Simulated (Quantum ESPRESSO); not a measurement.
# PtS2 (P-3m1) in Quantum ESPRESSO: a series of runs, part 3 of 3

Quantum ESPRESSO 7.5. Earlier steps stand in the parts before.

### Step 5. Dielectric tensor, PBEsol

File pw.in:

```
&CONTROL
  calculation = 'scf'
  prefix = 'pwscf'
  outdir = './tmp'
  pseudo_dir = './pseudo'
  tprnfor = .true.
  tstress = .true.
  disk_io = 'low'
/
&SYSTEM
  ibrav = 0
  celldm(1) = 8
  nat = 3
  ntyp = 2
  ecutwfc = 45
  ecutrho = 360
  nbnd = 21
  occupations = 'smearing'
  smearing = 'fd'
  degauss = 0.00367493
/
&ELECTRONS
  conv_thr = 6d-10
  electron_maxstep = 120
  mixing_beta = 0.5
/
ATOMIC_SPECIES
Pt   195.0840 pt_pbesol_v1.4.uspp.F.UPF
S     32.0600 s_pbesol_v1.4.uspp.F.UPF
CELL_PARAMETERS alat
  0.8369597005968   0.0000000000000   0.0000000000000
 -0.4184798502984   0.7248283626632   0.0000000000000
  0.0000000000000   0.0000000000000   1.1902439995955
ATOMIC_POSITIONS crystal
Pt     0.0000000000    0.0000000000    0.0000000000
S      0.6666666667    0.3333333333    0.7730000000
S      0.3333333333    0.6666666667    0.2270000000
K_POINTS automatic
10 10 6 0 0 0
```

File scf2.in:

```
&CONTROL
  calculation = 'scf'
  prefix = 'pwscf'
  outdir = './tmp'
  pseudo_dir = './pseudo'
  tprnfor = .true.
  tstress = .true.
  disk_io = 'low'
/
&SYSTEM
  ibrav = 0
  celldm(1) = 8
  nat = 3
  ntyp = 2
  ecutwfc = 45
  ecutrho = 360
  nbnd = 21
  occupations = 'fixed'
/
&ELECTRONS
  conv_thr = 1d-13
  electron_maxstep = 120
  mixing_beta = 0.5
  startingpot = 'file'
  startingwfc = 'file'
/
ATOMIC_SPECIES
Pt   195.0840 pt_pbesol_v1.4.uspp.F.UPF
S     32.0600 s_pbesol_v1.4.uspp.F.UPF
CELL_PARAMETERS alat
  0.8369597005968   0.0000000000000   0.0000000000000
 -0.4184798502984   0.7248283626632   0.0000000000000
  0.0000000000000   0.0000000000000   1.1902439995955
ATOMIC_POSITIONS crystal
Pt     0.0000000000    0.0000000000    0.0000000000
S      0.6666666667    0.3333333333    0.7730000000
S      0.3333333333    0.6666666667    0.2270000000
K_POINTS automatic
10 10 6 0 0 0
```

File ph.in:

```
dielectric of PtS2
&INPUTPH
  prefix = 'pwscf'
  outdir = './tmp'
  tr2_ph = 1d-18
  fildyn = 'dyn'
  niter_ph = 90
  alpha_mix(1) = 0.7
  epsil = .true.
  trans = .false.
  zeu = .true.
/
0.0000000000 0.0000000000 0.0000000000
```

Potentials or basis: GBRV 1.5 PBEsol.

Command:

```console
> OMP_NUM_THREADS=1 pw.x -in pw.in > pw.out
> OMP_NUM_THREADS=1 pw.x -in scf2.in > scf2.out
> OMP_NUM_THREADS=1 ph.x -in ph.in > ph.out
```

pw.out:

```text
This program is part of the open-source Quantum ESPRESSO suite
     for quantum simulation of materials; please cite
[... 9 lines left out ...]
     --------------------
     sticks:   dense  smooth     PW     G-vecs:    dense   smooth      PW
     Sum        1111     559    163                42615    15071    2513

     Using Slab Decomposition

     bravais-lattice index     =            0
     lattice parameter (alat)  =       8.0000  a.u.
     unit-cell volume          =     369.6968 (a.u.)^3
     number of atoms/cell      =            3
     number of atomic types    =            2
     number of electrons       =        28.00
     number of Kohn-Sham states=           21
     kinetic-energy cutoff     =      45.0000  Ry
     charge density cutoff     =     360.0000  Ry
     scf convergence threshold =      6.0E-10
     mixing beta               =       0.5000
     number of iterations used =            8  plain     mixing
     Exchange-correlation= SLA  PW   PSX  PSC
                           (   1   4  10   8   0   0   0)

[... 671 lines left out ...]
     5.7786   6.1035   7.3462   7.7312   8.6953   9.1369  12.2062  12.9413
    16.8003  17.7668  18.9843  19.8528  20.3828

     the Fermi energy is    11.0714 ev

!    total energy              =    -258.66283183 Ry
     estimated scf accuracy    <          2.0E-11 Ry
     smearing contrib. (-TS)   =      -0.00000144 Ry
     internal energy E=F+TS    =    -258.66283039 Ry

     The total energy is F=E-TS. E is the sum of the following terms:
     one-electron contribution =     -98.41268862 Ry
     hartree contribution      =      64.08038886 Ry
     xc contribution           =     -73.45166279 Ry
     ewald contribution        =    -150.87886783 Ry

     convergence has been achieved in  11 iterations

     negative rho (up, down):  1.708E-01 0.000E+00

     Forces acting on atoms (cartesian axes, Ry/au):

     atom    1 type  1   force =     0.00000000   -0.00000000    0.00000000
     atom    2 type  2   force =     0.00000000   -0.00000000   -0.03657110
     atom    3 type  2   force =     0.00000000   -0.00000000    0.03657110

     Total force =     0.051719     Total SCF correction =     0.000003

     Computing stress (Cartesian axis) and pressure

     negative rho (up, down):  1.708E-01 0.000E+00
          total   stress  (Ry/bohr**3)                   (kbar)     P=       60.39
   0.00042673   0.00000000   0.00000000           62.77        0.00        0.00
   0.00000000   0.00042673   0.00000000            0.00       62.77        0.00
   0.00000000   0.00000000   0.00037807            0.00        0.00       55.62

=------------------------------------------------------------------------------=
   JOB DONE.
=------------------------------------------------------------------------------=
```

scf2.out:

```text
This program is part of the open-source Quantum ESPRESSO suite
     for quantum simulation of materials; please cite
[... 9 lines left out ...]
     --------------------
     sticks:   dense  smooth     PW     G-vecs:    dense   smooth      PW
     Sum        1111     559    163                42615    15071    2513
[... 660 lines left out ...]
   0.00042678  -0.00000000  -0.00000000           62.78       -0.00       -0.00
   0.00000000   0.00042678  -0.00000000            0.00       62.78       -0.00
  -0.00000000  -0.00000000   0.00037812           -0.00       -0.00       55.62

=------------------------------------------------------------------------------=
   JOB DONE.
=------------------------------------------------------------------------------=
```

ph.out:

```text
This program is part of the open-source Quantum ESPRESSO suite
     for quantum simulation of materials; please cite
         "P. Giannozzi et al., J. Phys.:Condens. Matter 21 395502 (2009);
         "P. Giannozzi et al., J. Phys.:Condens. Matter 29 465901 (2017);
         "P. Giannozzi et al., J. Chem. Phys. 152 154105 (2020);
     in publications or presentations arising from this work. More details at

     IMPORTANT: XC functional enforced from input :
[... 263 lines left out ...]
      E*z (        0.00000        0.00000        0.33014 )

     INITIALIZATION:

     DIELECTRIC CONSTANT AND EFFECTIVE CHARGES:

      Additional routines

=------------------------------------------------------------------------------=
   JOB DONE.
=------------------------------------------------------------------------------=
```

Wall time 6.4 min (1 thread of Intel Xeon 6975P-C (Granite Rapids), shared host); peak memory 0.23 GiB.

Results:

* Free energy: -3519.2871 eV
* Pressure: 6.0 GPa
* Largest force: 0.940 eV/Å
* Band gap on the k mesh: 0.71 eV, indirect (least direct gap 1.12 eV)
* Electronic dielectric tensor (diagonal): 19.29, 19.29, 9.93
* Born charges (mean of the diagonal): Pt +1.69; S -0.85 e

Forces in eV/Å, atoms in the order of the input:
```
Pt   0.000  0.000  0.000
S    0.000  0.000 -0.940
S    0.000  0.000  0.940
```

Levels at points of the mesh, in eV from the valence-band top:
```
             k point  band 12  band 13  band 14  band 15  band 16  band 17
  (0.00, 0.00, 0.00)    -1.19    -1.19    -0.18     2.39     2.39     4.58
 (0.00, 0.00, -0.50)    -1.38    -1.38    -0.96     2.87     2.87     5.26
 (0.00, -0.50, 0.00)    -3.31    -3.08    -2.42     1.68     2.78     5.36
(0.00, -0.50, -0.50)    -3.18    -2.80    -1.42     2.01     2.28     5.22
```

Electronic dielectric tensor:
```
19.29  0.00  0.00
 0.00 19.29  0.00
 0.00  0.00  9.93
```

Born effective charge tensors (e):
atom 1, Pt
```
 2.87  0.00  0.00
 0.00  2.87  0.00
 0.00  0.00 -0.66
```
atom 2, S
```
-1.43  0.00  0.00
 0.00 -1.43  0.00
 0.00  0.00  0.33
```
atom 3, S
```
-1.43  0.00  0.00
 0.00 -1.43  0.00
 0.00  0.00  0.33
```

Caveat: the mesh is thin for the dielectric tensor, Born charges and intensities, which usually come out too large; the cell is more than 3 GPa from zero pressure, which shifts response properties; on a mesh that holds Γ this program's dielectric tensor can be off by some percent beyond the error of the mesh; spin-orbit coupling is left out, which moves the levels of the heavy elements.

### Step 6. Summary

```csv
k mesh,mesh quality,gap on the mesh (eV),pressure (GPa),largest force (eV/Å)
4 × 4 × 2,coarse,1.12,5.9,1.04
6 × 6 × 4,not flagged,0.90,6.1,0.94
8 × 8 × 4,not flagged,0.83,6.0,0.94
10 × 10 × 6,not flagged,0.71,6.0,0.94
```

Alike in all rows: task dielectric tensor; level PBEsol; potentials or basis GBRV 1.5 PBEsol; no spin polarisation; cell as given; cutoff (eV) 612; smearing fermi-dirac 0.05 eV.

Caveats: some runs use coarse meshes; the cell is more than 3 GPa from zero pressure, which shifts response properties; on a mesh that holds Γ this program's dielectric tensor can be off by some percent beyond the error of the mesh; spin-orbit coupling is left out, which moves the levels of the heavy elements; forces of over 1 eV/Å show positions far from the minimum, so gaps and moduli don't describe the material at rest (some runs).

Total energies depend on the potentials used, so only differences within one code and one set of settings carry meaning.
